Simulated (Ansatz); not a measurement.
GeTe (alpha-GeTe type, space group R3m)

```
CELL_PARAMETERS angstrom
      2.09375     1.20882     3.68733
     -2.09375     1.20882     3.68733
      0.00000    -2.41765     3.68733
ATOMIC_POSITIONS crystal
  Ge 0.23183 0.23183 0.23183
  Te 0.76817 0.76817 0.76817
```

The slice is a (-1 1 0 4) plane (indices of the conventional cell) through the point (0.232, 0.232, 0.232) (fractional), spanned by u = [1 0 -1] and v = [1 -1 1] in vectors of this cell: u (4.19 Å) and v (6.08 Å, at 90° to u). It covers one period; positions are fractions (u, v).

Computed with r2SCAN (plane waves to 500 eV, PAW, scalar-relativistic; Ansatz, a program for electronic structure). k mesh 10×10×10. Inside the PAW spheres the values are not all-electron values, and peaks at nuclei hang on which shells count as valence. GeTe was relaxed with its symmetry unable to fall. Spin-orbit coupling is left out, though Te is heavy. The PAW data are Ansatz's earlier set.

Problem. Predict the map of the valence electron density on the slice.

Solution. 
```
|99887755333322111111111111223333557788|
|77775544332222111111111111222233445577|
|55554433332211111111111111112233334455|
|44443333222211110000000011112222333344|
|33333322221111000000000000111122223333|
|33333322221111000000000000111122223333|
|33333333222211000000000000112222333333|
|44443333222211110000000011112222333344|
|44444433332222110000000011222233334444|
|55555544333322111100001111223333445555|
|77666644443322221111111122223344446666|
|77776655443322221111111122223344556677|
|88777755443322221111111122223344557777|
|77776655443322221111111122223344556677|
|66665544443322221111111122223344445566|
|55554444333322111100001111223333444455|
|44444433332222110000000011222233334444|
|33333333222211110000000011112222333333|
|33332222221111000000000000111122222233|
|22222222111100000000000000001111222222|
|22222211111100000000000000001111112222|
|22222222111100000000000000001111222222|
|33333322221111000000000000111122223333|
|44443333222211111100001111112222333344|
|55554433332222111111111111222233334455|
|77775544333322111111111111223333445577|
|99887755333322221111111122223333557788|
|99997755443322221111111122223344557799|
```
Scale: ten equal steps from -1.67 (start of '0') to 1.69 (end of '9'), in the order '0123456789'. Values: log₁₀ of the valence density in e/Å³. The map has 19 points along u (two characters each, u = 0 at the left) and 28 along v (v = 0 in the bottom row). The scale is logarithmic, as a density can span decades between atoms and voids.
